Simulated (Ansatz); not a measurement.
System: zinc-blende ZnTe. Method: PBE in Ansatz (PAW).

Settings: plane-wave cutoff 520 eV, 10×10×10 k mesh, Fermi–Dirac smearing 0.01 eV, scalar-relativistic PAW data made under PBE.

Pressure at four volumes; x = ln(V/29.489 Å³). One pressure is withheld.

```json
[
 {"V (Å³/atom)": "27.720", "x": "-0.0619", "P (GPa)": "3.09"},
 {"V (Å³/atom)": "29.489", "x": "0.0000", "P (GPa)": "0.00"},
 {"V (Å³/atom)": "30.669", "x": "0.0392", "P (GPa)": "-1.55"},
 {"V (Å³/atom)": "31.259", "x": "0.0583", "P (GPa)": "?"}
]
```

**Question.** Pass a parabola P(x) through the three rows shown, estimate the bulk modulus and its pressure derivative near zero pressure, and predict the withheld pressure.

**Answer.** Slopes between the rows: (0.00 − (3.09))/(0.0000 − (-0.0619)) = -49.92 and (-1.55 − (0.00))/(0.0392 − (0.0000)) = -39.54 GPa. Their difference over the span 0.1011 is c = 10.38/0.1011 = 102.7 GPa, so P(x) = 3.09 + (-49.92)(x − (-0.0619)) + 102.7 (x − (-0.0619))(x − (0.0000)). At the middle row B = −dP/dx = −[-49.92 + 102.7 × 0.0619] = 43.6 GPa, and B′ = dB/dP = 2c/B = 4.7. At x = 0.0583 the parabola gives -2.19 GPa; the run gives -2.20 GPa. The Birch–Murnaghan fit to the energies at all volumes has B0 = 43.3 GPa and B′ = 4.7.

Measured, for comparison: bulk modulus 51 ± 3 GPa (room temperature, no zero-point or thermal correction; as tabulated in Determination of phase transition pressures of ZnTe under quasihydrostatic …). Computed (rounded) less measured: bulk modulus -15 %.

Spin–orbit coupling is not included.

Ansatz is a quantum-chemistry and plane-wave program.
